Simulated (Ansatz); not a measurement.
# CdS (Greenockite): the cost of one run

Program: Ansatz 0.2.0. Level of theory: DFT PBEsol, scalar-relativistic, plane waves, PAW. These are calculated values, not measurements.

That is the level of the relaxation; later steps name their own.

1 further run of the same task is left out (set aside as unsound or not needed).

## Step 1: The starting structure

The structure is hexagonal, space group P6_3mc (No. 186). The conventional cell has a = 4.124 Å, b = 4.124 Å, c = 6.710 Å, α = 90.00°, β = 90.00°, γ = 120.00°. Cd (site symmetry 3m) is surrounded by 4 S at 2.52 to 2.53 Å. S (site symmetry 3m) is surrounded by 4 Cd at 2.52 to 2.53 Å.

As a file:

```
Cd S
1.0
     4.12382    0.00000    0.00000
    -2.06191    3.57134    0.00000
     0.00000    0.00000    6.70950
Cd S
2 2
Direct
  0.33333 0.66667 0.99924
  0.66667 0.33333 0.49924
  0.33333 0.66667 0.37576
  0.66667 0.33333 0.87576
```

It is the result of an earlier relaxation at this level (volume 24.70 Å³/atom; gap on the mesh: 1.09 eV).

## Step 2: Band edges over the whole zone

input.yaml

```yaml
crystal:
  lattice:
    - [4.1238232233, 0.0, 0.0]
    - [-2.0619116116, 3.5713356721, 0.0]
    - [0.0, 0.0, 6.7095012947]
  atoms:
    - { symbol: Cd, position: [0.3333333333, 0.6666666667, -0.0007597467] }
    - { symbol: Cd, position: [0.6666666667, 0.3333333333, 0.4992402533] }
    - { symbol: S, position: [0.3333333333, 0.6666666667, 0.3757597467] }
    - { symbol: S, position: [0.6666666667, 0.3333333333, 0.8757597467] }
basis:
  ecutwfc: 420
kpoints:
  mp_grid: { grid: [9, 9, 4] }
  band_path: { path: [VBM, CBM], npoints: 2 }
hamiltonian:
  xc: pbesol
scf:
  occupations: { method: gaussian, width: 0.02 }
output:
  forces: true
  stress: true
  eigenvalues: true
```

Run with:

```
ansatz run input.yaml --threads 4 --pin off --max-ram 10240MiB --backend cpu --events-out ev --progress --plain --runs-dir out
```

What time and memory should one allow on 4 threads of Intel Xeon at 2.50GHz (Skylake/Cascade Lake), shared host?

About 10 s, with a peak of 0.44 GiB.
